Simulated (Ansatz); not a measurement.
Rows from a G0W0 calculation on WS2/WS2 (bilayer of trigonal-prismatic sheets, stacked parallel) (Ansatz 0.2.0; G0W0 on PBE, plane waves, PAW; PAW set soft_1; 9×9×1 mesh, 601 empty bands, screening to 80 eV, PAW set soft_1 files), in eV. Spin-orbit coupling is left out.

```tsv
row	Σx	Σc	Vxc	Z
A	-19.47	1.33	-17.93	0.74
B	-13.69	-3.72	-17.93	0.75
C	-18.04	0.96	-16.83	0.74
D	-13.01	-3.58	-17.05	0.75
E	-18.88	0.78	-17.92	0.75
F	-13.68	-4.01	-18.31	0.75
```

Q: Which rows are filled states and which are empty ones, and how can one tell?

Filled: A, C and E. Empty: B, D and F. The sign of Σc tells: for a filled state bare exchange, which holds its interaction with itself, lies below Vxc (Σx − Vxc is -1.0 eV or lower here) and screening gives part back as a positive Σc. For an empty state Σx lies above Vxc (+4.0 eV or more) and the Coulomb hole leaves Σc negative.

[Paths, hosts, dates, memory and timing lines, banners, echoed tables and standing remarks are left out of the program output.]

[Logs are printed without paths, hosts, clocks, repeated set-up lines and the standing remarks that a program may print on its own settings, such as how far it seeks lower states.]

[Runs of the session that timed out or met a known fault of the program may be left out.]

[Cells called generated may have been cut or substituted from an entry of the Crystallography Open Database or the Materials Project.]

[Hosts, paths, dates, database ids (printed as entryN), source tags and the programs' standing remarks are cut or masked in the printed files.]
